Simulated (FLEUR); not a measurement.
# NaCl (Fm-3m) in FLEUR: notebook

The runs below take NaCl through band structure, equation of state, with PBEsol.

All numbers are computed with FLEUR MaX-R8.1 (later development tree); they aren't measurements. Logs are shortened: lines on timing, memory, paths and dates and some standing lists are left out, and cuts for length are marked.

## (1) Starting point

Symmetry: Fm-3m, No. 225, cubic system. Conventional cell: a = 5.588 Å, b = 5.588 Å, c = 5.588 Å, α = 90.00°, β = 90.00°, γ = 90.00°. Around Cl (site symmetry m-3m) lie 6 Na at 2.79 Å. Na (site symmetry m-3m) has 6 Cl at 2.79 Å as nearest neighbours.

The cell is a database's computed one.

## (2) Band structure, PBEsol

inp.xml

```xml
<?xml version="1.0" encoding="UTF-8" standalone="no"?>
<fleurInput fleurInputVersion="0.39">
   <comment>
      NaCl                                                                                                
   </comment>
   <calculationSetup>
      <cutoffs Kmax="4.1" Gmax="12.7" GmaxXC="12.7" numbands="0"/>
      <scfLoop itmax="60" minDistance="0.00001" maxIterBroyd="15" imix="Anderson" alpha="0.05" precondParam="0.0" spinf="2.0" sdNocoIR="T"/>
      <coreElectrons ctail="T" frcor="F" kcrel="0" coretail_lmax="0"/>
      <xcFunctional name="PBEs" relativisticCorrections="F"/>
      <magnetism jspins="1"/>
      <soc l_soc="F" theta="0.0" phi="0.0" spav="F"/>
      <expertModes spex="0" secvar="F"/>
      <geometryOptimization l_f="F" forcealpha="1.0" forcemix="BFGS" epsdisp="0.00001" epsforce="0.00001"/>
      <ldaU l_linMix="F" mixParam="0.05" spinf="1.0"/>
   </calculationSetup>
   <cell>
      <bzIntegration valenceElectrons="16.0" mode="hist" fermiSmearingEnergy="0.00183747">
         <kPointListSelection listName="default-1"/>
         <!-- k-points included here -->
         <xi:include xmlns:xi="http://www.w3.org/2001/XInclude" href="kpts.xml"> </xi:include>
      </bzIntegration>
      <!-- symmetry operations included here -->
      <xi:include xmlns:xi="http://www.w3.org/2001/XInclude" href="sym.xml"> </xi:include>
      <bulkLattice scale="1.0">
         <bravaisMatrix>
[... 30 lines left out ...]
         <energyParameters s="3" p="2" d="3" f="4"/>
         <lo type="SCLO" l="0" n="2" eDeriv="0"/>
         <lo type="HELO" l="1" n="3" eDeriv="0"/>
         <lo type="HELO" l="1" n="3" eDeriv="1"/>
         <lo type="SCLO" l="2" n="3" eDeriv="2"/>
         <lo type="SCLO" l="3" n="4" eDeriv="2"/>
      </species>
   </atomSpecies>
   <atomGroups>
      <atomGroup species="Chlorine (Cl)">
         <relPos label="                   1">1.000/2.000 1.000/2.000 1.000/2.000</relPos>
         <force calculate="T" relaxXYZ="TTT"/>
      </atomGroup>
      <atomGroup species="Sodium (Na)">
         <relPos label="                   2">.0000000000 .0000000000 .0000000000</relPos>
         <force calculate="T" relaxXYZ="TTT"/>
      </atomGroup>
   </atomGroups>
   <output dos="F" band="F" slice="F">
      <checks vchk="F" cdinf="F"/>
      <bandDOS minEnergy="-.5*Htr" maxEnergy="0.5*Htr" sigma="0.015" storeEVData="T"/>
      <vacuumDOS vacdos="F" integ="F" star="F" nstars="0" locx1="0.0" locy1="0.0" locx2="0.0" locy2="0.0" nstm="0" tworkf="0.0"/>
      <unfoldingBand unfoldBand="F" supercellX="1" supercellY="1" supercellZ="1"/>
      <plotting iplot="0" polar="F">
         <plot TwoD="T" vec1="  1.0  0.0  0.0" vec2="  0.0  1.0  0.0" vec3="  0.0  0.0  1.0" zero="  0.0  0.0  0.0" file="plot"/>
      </plotting>
      <chargeDensitySlicing numkpt="0" minEigenval="0.0" maxEigenval="0.0" nnne="0" pallst="F"/>
      <specialOutput eonly="F"/>
      <moessbauerParams electricFieldGradient="T" isomerShift="T" coreHyperfine="T" valenceHyperfine="T"/>
      <magneticCircularDichroism mcd="F" energyLo="-10.0" energyUp="0.0"/>
   </output>
  <!-- We include the file relax.xml here to enable relaxations (see documentation) -->
  <xi:include xmlns:xi="http://www.w3.org/2001/XInclude" href="relax.xml"> <xi:fallback/> </xi:include>
</fleurInput>
```

crystal.txt

```
NaCl
&input cartesian=F /
0.0000000000  2.7940632177  2.7940632177
2.7940632177  0.0000000000  2.7940632177
2.7940632177  2.7940632177  0.0000000000
1.8897261246
1.0 1.0 1.0

2
17 0.5000000000  0.5000000000  0.5000000000
11 0.0000000000  0.0000000000  0.0000000000

&kpt div1=8 div2=8 div3=8 gamma=T /
```

inp.xml (bands)

```
<?xml version="1.0" encoding="UTF-8" standalone="no"?>
<fleurInput fleurInputVersion="0.39">
   <comment>
      NaCl                                                                                                
   </comment>
   <calculationSetup>
      <cutoffs Kmax="4.1" Gmax="12.7" GmaxXC="12.7" numbands="0"/>
      <scfLoop itmax="60" minDistance="0.00001" maxIterBroyd="15" imix="Anderson" alpha="0.05" precondParam="0.0" spinf="2.0" sdNocoIR="T"/>
      <coreElectrons ctail="T" frcor="F" kcrel="0" coretail_lmax="0"/>
      <xcFunctional name="PBEs" relativisticCorrections="F"/>
      <magnetism jspins="1"/>
      <soc l_soc="F" theta="0.0" phi="0.0" spav="F"/>
      <expertModes spex="0" secvar="F"/>
      <geometryOptimization l_f="F" forcealpha="1.0" forcemix="BFGS" epsdisp="0.00001" epsforce="0.00001"/>
      <ldaU l_linMix="F" mixParam="0.05" spinf="1.0"/>
   </calculationSetup>
   <cell>
      <bzIntegration valenceElectrons="16.0" mode="hist" fermiSmearingEnergy="0.00183747">
         <kPointListSelection listName="path-1"/>
         <!-- k-points included here -->
         <xi:include xmlns:xi="http://www.w3.org/2001/XInclude" href="kpts.xml"> </xi:include>
      </bzIntegration>
      <!-- symmetry operations included here -->
      <xi:include xmlns:xi="http://www.w3.org/2001/XInclude" href="sym.xml"> </xi:include>
      <bulkLattice scale="1.0">
         <bravaisMatrix>
[... 31 lines left out ...]
         <lo type="SCLO" l="0" n="2" eDeriv="0"/>
         <lo type="HELO" l="1" n="3" eDeriv="0"/>
         <lo type="HELO" l="1" n="3" eDeriv="1"/>
         <lo type="SCLO" l="2" n="3" eDeriv="2"/>
         <lo type="SCLO" l="3" n="4" eDeriv="2"/>
      </species>
   </atomSpecies>
   <atomGroups>
      <atomGroup species="Chlorine (Cl)">
         <relPos label="                   1">1.000/2.000 1.000/2.000 1.000/2.000</relPos>
         <force calculate="T" relaxXYZ="TTT"/>
      </atomGroup>
      <atomGroup species="Sodium (Na)">
         <relPos label="                   2">.0000000000 .0000000000 .0000000000</relPos>
         <force calculate="T" relaxXYZ="TTT"/>
      </atomGroup>
   </atomGroups>
   <output dos="F" band="T" slice="F">
      <checks vchk="F" cdinf="F"/>
      <bandDOS minEnergy="-.5*Htr" maxEnergy="0.5*Htr" sigma="0.015" storeEVData="T"/>
      <vacuumDOS vacdos="F" integ="F" star="F" nstars="0" locx1="0.0" locy1="0.0" locx2="0.0" locy2="0.0" nstm="0" tworkf="0.0"/>
      <unfoldingBand unfoldBand="F" supercellX="1" supercellY="1" supercellZ="1"/>
      <plotting iplot="0" polar="F">
         <plot TwoD="T" vec1="  1.0  0.0  0.0" vec2="  0.0  1.0  0.0" vec3="  0.0  0.0  1.0" zero="  0.0  0.0  0.0" file="plot"/>
      </plotting>
      <chargeDensitySlicing numkpt="0" minEigenval="0.0" maxEigenval="0.0" nnne="0" pallst="F"/>
      <specialOutput eonly="F"/>
      <moessbauerParams electricFieldGradient="T" isomerShift="T" coreHyperfine="T" valenceHyperfine="T"/>
      <magneticCircularDichroism mcd="F" energyLo="-10.0" energyUp="0.0"/>
   </output>
  <!-- We include the file relax.xml here to enable relaxations (see documentation) -->
  <xi:include xmlns:xi="http://www.w3.org/2001/XInclude" href="relax.xml"> <xi:fallback/> </xi:include>
</fleurInput>
```

Potentials or basis: all-electron, FLAPW.

On the command line:

```sh
$ inpgen -f crystal.txt -profile fastHighL
$ # inp.xml edited to the form shown
$ fleur_MPI
$ fleur_MPI   # second run, on inp.xml (bands)
```

Log:

```text
Welcome to FLEUR        (www.flapw.de)
      MaX-Release 8.1          (www.max-centre.eu)

 ========== k-point set info ==========
 Selected k-point list: default-1
 k-point list type: mesh
 8 x 8 x 8
 Number of k points: 29

 ------------Calculation Setup---------------------------
 Number of MPI-tasks      :            1
 Number of PE/node        :            1
 Number of OMP-threads    :            1
 Most efficient MPI parallelization for:
           1          29
 Additional eigenvalue parallelization possible
 Number of basis functions:          430
 Approximate size of matrices (H+S) per k-point:         0.003 GB
 --------------------------------------------------------
 Iteration:     1   Distance:       4.30218491 me/bohr^3
 Iteration:     2   Distance:       3.84254818 me/bohr^3
 Iteration:     3   Distance:       1.60561254 me/bohr^3
 Iteration:     4   Distance:       0.43861815 me/bohr^3
 Iteration:     5   Distance:       0.33541489 me/bohr^3
 Iteration:     6   Distance:       0.10621871 me/bohr^3
 Iteration:     7   Distance:       0.06569696 me/bohr^3
 Iteration:     8   Distance:       0.01443225 me/bohr^3
 Iteration:     9   Distance:       0.02484102 me/bohr^3
 Iteration:    10   Distance:       0.00107797 me/bohr^3
 Iteration:    11   Distance:       0.00018935 me/bohr^3
 Iteration:    12   Distance:       0.00014322 me/bohr^3
 Iteration:    13   Distance:       0.00001732 me/bohr^3
 Iteration:    14   Distance:       0.00000887 me/bohr^3

 ********************************************************************
 Run finished successfully
 Stop message:
   all done
 ********************************************************************
```

output (bands):

```text
Welcome to FLEUR        (www.flapw.de)
      MaX-Release 8.1          (www.max-centre.eu)

 ========== k-point set info ==========
 Selected k-point list: path-1
 k-point list type: path
 Number of k points: 60

 ------------Calculation Setup---------------------------
 Number of MPI-tasks      :            1
 Number of PE/node        :            1
 Number of OMP-threads    :            1
 Most efficient MPI parallelization for:
           1           2           3           4           5           6          10          12          15          20          30          60
 Additional eigenvalue parallelization possible
 Number of basis functions:          430
 Approximate size of matrices (H+S) per k-point:         0.003 GB
 --------------------------------------------------------
 Fermi energy correction for insulators:
 No automatic correction of the Fermi energy has been performed.

 Note: Band structure data (together with different weights) is also stored in the banddos.hdf file.
       A convenient way of extracting and plotting the data from that file is by making use of the

 ********************************************************************
 Run finished successfully
 Stop message:
   Charge density postprocessing done.
 ********************************************************************
```

out.xml (last iteration):

```text
<iteration numberForCurrentRun="   14" overallNumber="   14">
         <energyParameters units="Htr">
            <atomicEP atomType="1" spin="1" branch="3s" branchLowest="-8.95" branchHighest="-0.23" value="-0.4756190045"/>
            <atomicEP atomType="1" spin="1" branch="3p" branchLowest="-6.71" branchHighest="0.33" value="-0.0569595084"/>
            <atomicEP atomType="1" spin="1" branch="3d" branchLowest="-9.99" branchHighest="1.15" value="0.3296783069"/>
            <atomicEP atomType="1" spin="1" branch="4f" branchLowest="-9.99" branchHighest="3.03" value="0.5139055140"/>
            <loAtomicEP atomType="1" spin="1" branch="3s" branchLowest="-8.95" branchHighest="-0.23" value="-0.4756190045"/>
            <loAtomicEP atomType="1" spin="1" branch="3p" branchLowest="-6.71" branchHighest="0.33" value="-0.0582298058"/>
            <loAtomicEP atomType="1" spin="1" branch="3d" branchLowest="-9.99" branchHighest="1.15" value="0.3296702615"/>
            <loAtomicEP atomType="1" spin="1" branch="4f" branchLowest="-9.99" branchHighest="3.03" value="0.5139082323"/>
            <atomicEP atomType="2" spin="1" branch="3s" branchLowest="-1.79" branchHighest="1.60" value="0.1891947531"/>
            <atomicEP atomType="2" spin="1" branch="2p" branchLowest="-9.99" branchHighest="-0.75" value="-0.7740786622"/>
            <atomicEP atomType="2" spin="1" branch="3d" branchLowest="-9.99" branchHighest="1.99" value="0.4492765945"/>
            <atomicEP atomType="2" spin="1" branch="4f" branchLowest="-9.99" branchHighest="3.54" value="0.6136098239"/>
            <loAtomicEP atomType="2" spin="1" branch="2s" branchLowest="-37.61" branchHighest="-1.79" value="-1.8021104623"/>
            <heloAtomicEP atomType="2" spin="1" branch="3p" branchLowest="1.26" branchHighest="1.26" value="1.2576598035"/>
            <heloAtomicEP atomType="2" spin="1" branch="3p" branchLowest="1.26" branchHighest="1.26" value="1.2576598035"/>
            <loAtomicEP atomType="2" spin="1" branch="3d" branchLowest="-9.99" branchHighest="1.99" value="0.4492768786"/>
            <loAtomicEP atomType="2" spin="1" branch="4f" branchLowest="-9.99" branchHighest="3.54" value="0.6136119485"/>
         </energyParameters>
         <eigenvalues>
            <eigenvaluesAt spin="1" ikpt="1" k_x="0.00000000" k_y="0.00000000" k_z="0.00000000">
                      -1.8021791011       -0.7762041414       -0.7762041414       -0.7762041414       -0.4845313760
                      -0.0176589936       -0.0176589936       -0.0176589936        0.1675532806        0.3836705451
                       0.3836705451        0.3836705451        0.4625860904
            </eigenvaluesAt>
            <eigenvaluesAt spin="1" ikpt="2" k_x="0.00000000" k_y="0.00000000" k_z="0.12500000">
                      -1.8021739599       -0.7763931724       -0.7762174224       -0.7762174224       -0.4826367491
                      -0.0322503667       -0.0192823279       -0.0192823279        0.1864804106        0.3639655924
                       0.3909549049        0.3909549049        0.4540052018
            </eigenvaluesAt>
            <eigenvaluesAt spin="1" ikpt="3" k_x="0.00000000" k_y="0.00000000" k_z="0.25000000">
                      -1.8021615245       -0.7768450925       -0.7762491059       -0.7762491059       -0.4779252471
[... 21 lines left out ...]
            <state n="1" l="0" j="0.5" energy="-100.6080018979" weight="1.0000000000"/>
            <state n="2" l="0" j="0.5" energy="-8.9462410555" weight="1.0000000000"/>
            <state n="2" l="1" j="0.5" energy="-6.7537761226" weight="1.0000000000"/>
            <state n="2" l="1" j="1.5" energy="-6.6915729789" weight="2.0000000000"/>
         </coreStates>
         <coreStates atomType="     2" atomicNumber=" 11" spin="1" kinEnergy="    112.4560478569" eigValSum="    -75.2161822682" lostElectrons=" 0.000000">
            <state n="1" l="0" j="0.5" energy="-37.6080911341" weight="1.0000000000"/>
         </coreStates>
         <allElectronCharges>
            <spinDependentCharge spin="1" total="28.0000000" interstitial="1.5381020" mtSpheres="26.4618980"/>
            <totalCharge value="27.9999999978"/>
         </allElectronCharges>
         <moessbauerParams unitsHFF="kG" unitsIS="e/bohr^3" unitsEFG="Htr/bohr^2">
            <coreIsomerShift atomType="1" isTotal="3562.38969">
               <shell n="1" l="0" isomerShift="3302.42984"/>
               <shell n="2" l="0" isomerShift="259.43716"/>
               <shell n="2" l="1" isomerShift="0.52269"/>
            </coreIsomerShift>
            <coreIsomerShift atomType="2" isTotal="823.84911">
               <shell n="1" l="0" isomerShift="823.84911"/>
            </coreIsomerShift>
            <isomerShift atomType="1" nucleusRadius="0.0000776" averageDensity="3588.25438"/>
            <isomerShift atomType="2" nucleusRadius="0.0000672" averageDensity="874.02869"/>
            <electricFieldGradient atomType="1" VXX="0.00000" VYY="0.00000" VZZ="0.00000" asymParam="0.00000">
            </electricFieldGradient>
            <electricFieldGradient atomType="2" VXX="0.00000" VYY="0.00000" VZZ="0.00000" asymParam="0.00000">
            </electricFieldGradient>
         </moessbauerParams>
         <totalEnergy                                    value="     -622.9947767033" units="Htr">
            <sumOfEigenvalues                            value="     -344.1033279986">
               <coreElectrons value="-334.5985123358"/>
               <valenceElectrons value="-9.5048156628"/>
            </sumOfEigenvalues>
            <densityCoulombPotentialIntegral value="-915.2659103268"/>
            <densityEffectivePotentialIntegral value="-969.4364913398"/>
            <chargeDenXCDenIntegral value="-41.5138417325"/>
            <FockExchangeEnergyValence value="0.0000000000"/>
            <FockExchangeEnergyCore value="0.0000000000"/>
            <atomTypeDependentContributions atomType="1">
               <electronNucleiInteractionDifferentMTs value="548.7963506248"/>
               <MadelungTerm value="-3.8654535119"/>
            </atomTypeDependentContributions>
            <atomTypeDependentContributions atomType="2">
               <electronNucleiInteractionDifferentMTs value="193.9424044876"/>
               <MadelungTerm value="-2.5769345245"/>
            </atomTypeDependentContributions>
            <tkbTimesEntropy value="0.0000000000"/>
            <freeEnergy value="-622.9947767033"/>
            <extrapolationTo0K value="-622.9947767033"/>
         </totalEnergy>
         <densityConvergence units="me/bohr^3">
            <chargeDensity spin="1" distance="0.0000088710"/>
         </densityConvergence>
      </iteration>
```

Run time: 30 s. Hardware: 1 thread of Intel Xeon Platinum 8488C (Sapphire Rapids), shared host; peak memory 0.07 GiB.

What came out:

- Free energy: -16952.5515 eV
- Band gap on the k mesh: 5.04 eV, direct
- Band gap along the path: 5.04 eV, direct
- Valence electrons inside the program's atomic spheres: Cl 6.29; Na 8.17 (radii Cl 2.45, Na 2.45 bohr)

Levels at the corners of the path, in eV from the valence-band top:
| point | band 4 | band 5 | band 6 | band 7 | band 8 | band 9 | band 10 | band 11 | band 12 | band 13 |
| --- | --- | --- | --- | --- | --- | --- | --- | --- | --- | --- |
| Γ | -20.64 | -12.70 | 0.00 | 0.00 | 0.00 | 5.04 | 10.92 | 10.92 | 10.92 | 13.07 |
| X | -20.65 | -12.28 | -1.78 | -0.64 | -0.64 | 7.49 | 7.83 | 11.32 | 14.87 | 14.87 |
| W | -20.65 | -12.26 | -1.27 | -1.27 | -0.81 | 8.83 | 9.56 | 9.56 | 11.31 | 15.70 |
| K | -20.65 | -12.27 | -1.51 | -1.19 | -0.53 | 8.12 | 8.95 | 10.49 | 12.70 | 13.58 |
| Γ | -20.64 | -12.70 | 0.00 | 0.00 | 0.00 | 5.04 | 10.92 | 10.92 | 10.92 | 13.07 |
| L | -20.64 | -12.33 | -2.05 | -0.29 | -0.29 | 7.11 | 10.72 | 10.83 | 10.83 | 15.03 |
| U | -20.65 | -12.27 | -1.51 | -1.19 | -0.53 | 8.12 | 8.95 | 10.49 | 12.70 | 13.58 |
| W | -20.65 | -12.26 | -1.27 | -1.27 | -0.81 | 8.83 | 9.56 | 9.56 | 11.31 | 15.70 |
| L | -20.64 | -12.33 | -2.05 | -0.29 | -0.29 | 7.11 | 10.72 | 10.83 | 10.83 | 15.03 |
| K | -20.65 | -12.27 | -1.51 | -1.19 | -0.53 | 8.12 | 8.95 | 10.49 | 12.70 | 13.58 |
| U | -20.65 | -12.27 | -1.51 | -1.19 | -0.53 | 8.12 | 8.95 | 10.49 | 12.70 | 13.58 |
| X | -20.65 | -12.28 | -1.78 | -0.64 | -0.64 | 7.49 | 7.83 | 11.32 | 14.87 | 14.87 |

Core levels (eV from the Fermi level):
| atom | levels |
| --- | --- |
| 1 Cl | 1s1/2 -2737.2, 2s1/2 -243.0, 2p1/2 -183.3, 2p3/2 -181.6 |
| 2 Na | 1s1/2 -1022.9 |

## (3) Equation of state, PBEsol, 20.50 Å³/atom (volume scaled by 0.94)

Changes to inp.xml since step 2:

```diff
@@ -6,3 +6,3 @@
    <calculationSetup>
-      <cutoffs Kmax="4.1" Gmax="12.7" GmaxXC="12.7" numbands="0"/>
+      <cutoffs Kmax="4.14" Gmax="12.8" GmaxXC="12.8" numbands="0"/>
       <scfLoop itmax="60" minDistance="0.00001" maxIterBroyd="15" imix="Anderson" alpha="0.05" precondParam="0.0" spinf="2.0" sdNocoIR="T"/>
@@ -24,3 +24,3 @@
       <xi:include xmlns:xi="http://www.w3.org/2001/XInclude" href="sym.xml"> </xi:include>
-      <bulkLattice scale="1.0">
+      <bulkLattice scale="0.9795861087">
          <bravaisMatrix>
@@ -34,3 +34,3 @@
       <species name="Chlorine (Cl)" element="Cl" atomicNumber="17">
-         <mtSphere radius="2.45" gridPoints="811" logIncrement="0.015"/>
+         <mtSphere radius="2.37" gridPoints="811" logIncrement="0.015"/>
          <atomicCutoffs lmax="10" lnonsphr="8"/>
@@ -49,3 +49,3 @@
       <species name="Sodium (Na)" element="Na" atomicNumber="11">
-         <mtSphere radius="2.45" gridPoints="811" logIncrement="0.014"/>
+         <mtSphere radius="2.37" gridPoints="811" logIncrement="0.014"/>
          <atomicCutoffs lmax="10" lnonsphr="8"/>
```

Potentials or basis: all-electron, FLAPW.

On the command line:

```sh
$ inpgen -f crystal.txt -profile fastHighL
$ # inp.xml edited to the form shown
$ fleur_MPI
```

Run time: 25 s. Hardware: 1 thread of Intel Xeon Platinum 8488C (Sapphire Rapids), shared host; peak memory 0.08 GiB.

It converged, with:

```
Free energy                                           : -16952.5334 eV
Band gap on the k mesh                                : 5.29 eV, direct
Valence electrons inside the program's atomic spheres : Cl 6.13; Na 8.15 (radii Cl 2.37, Na 2.37 bohr)
```

## (4) Equation of state, PBEsol, 20.94 Å³/atom (volume scaled by 0.96)

Changes to inp.xml since step 3:

```diff
@@ -24,3 +24,3 @@
       <xi:include xmlns:xi="http://www.w3.org/2001/XInclude" href="sym.xml"> </xi:include>
-      <bulkLattice scale="0.9795861087">
+      <bulkLattice scale="0.9864848297">
          <bravaisMatrix>
```

On the command line:

```sh
$ inpgen -f crystal.txt -profile fastHighL
$ # inp.xml edited to the form shown
$ fleur_MPI
```

Wall time 25 s (1 thread of Intel Xeon Platinum 8488C (Sapphire Rapids), shared host); peak memory 0.08 GiB.

It converged, with:

```
Free energy                                           : -16952.5429 eV
Band gap on the k mesh                                : 5.20 eV, direct
Valence electrons inside the program's atomic spheres : Cl 6.13; Na 8.14 (radii Cl 2.37, Na 2.37 bohr)
```

(Continued in part 2 of 2.)
